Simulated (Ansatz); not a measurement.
Reactions of C2H3F3, SMILES `CC(F)(F)F`.

Computed with Ansatz on PBE0-D4/def2-TZVP structures; ΔE is electronic, products minus reactants. CBS: MP2 limit from def2 TZ/QZ plus the TZ coupled-cluster correction, frozen cores. This one scheme is used for every species. Open shells (•) are unrestricted, without spin–orbit coupling. For Br outer-core shells are correlated without core-valence functions, which leaves a few kJ/mol of doubt a bond. Scalar relativity is left out up to krypton. One conformer a species, not always the lowest.

Q: Order these by ΔE at CCSD(T)/CBS, lowest first. (Best estimate.)
A. `CC(F)(F)F` + CH₃OH → `COC(C)(F)F` + H–F
B. `CC(F)(F)F` + `CBr` → `FC(F)(F)CBr` + CH₄
C. `CC(F)(F)F` + `N=C(F)F` → `CN=C(F)F` + `FC(F)F`
D. `CC(F)(F)F` + `F[C](F)F`• → `[CH2]C(F)(F)F`• + `FC(F)F`
E. `CC(F)(F)F` + `[SiH3]`• → `[CH2]C(F)(F)F`• + SiH₄
F. `CC(F)(F)F` + `[SiH3]OBS` → `CSBO[SiH3]` + `FC(F)F`

A: A (-0.09 eV), D (0.00 eV), B (+0.13 eV), F (+0.40 eV), C (+0.61 eV), E (+0.74 eV).

Largest T1 diagnostic: 0.015, for `[SiH3]`•.
